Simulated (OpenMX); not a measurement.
Sn:

```
Sn
1.0
    -2.02919    2.02919    1.66076
     2.02919   -2.02919    1.66076
     2.02919    2.02919   -1.66076
Sn
1
Direct
  0.00000 0.00000 0.00000
```

This isn't the form of Sn at room conditions, which is tetragonal (white tin).

- Program: OpenMX 3.8.5
- Task: single point
- Functional: PBE
- Potentials or basis: OpenMX 2013 PBE set, Sn7.0-s3p2d2, grid cutoff 500 Ry
- k mesh: 11 × 11 × 11
- Occupations: fermi-dirac, width 0.05 eV
- Spin: no spin polarisation

On this cell: pressure -12.2 GPa; band gap on the k mesh none (metal or under the smearing width).

The same run follows on a disturbed copy (cell strained at random at fixed volume):

```
CELL_PARAMETERS angstrom
-1.96923 2.05623 1.62201
2.04455 -2.03890 1.69286
1.97855 2.04822 -1.60084
ATOMIC_POSITIONS crystal
Sn 0.00815 0.00113 0.99938
```

Question: What changes?

Answer: The energy (extrapolated to zero smearing) moves by -7.0 meV/atom; pressure -12.0 GPa; band gap on the k mesh none (metal or under the smearing width).

The energy falls, though the first cell shows no forces: that form is unstable against this distortion, unless noise or another electronic state is at work.

Caveats: the basis of atomic orbitals isn't converged, which shifts pressures, moduli and gaps.
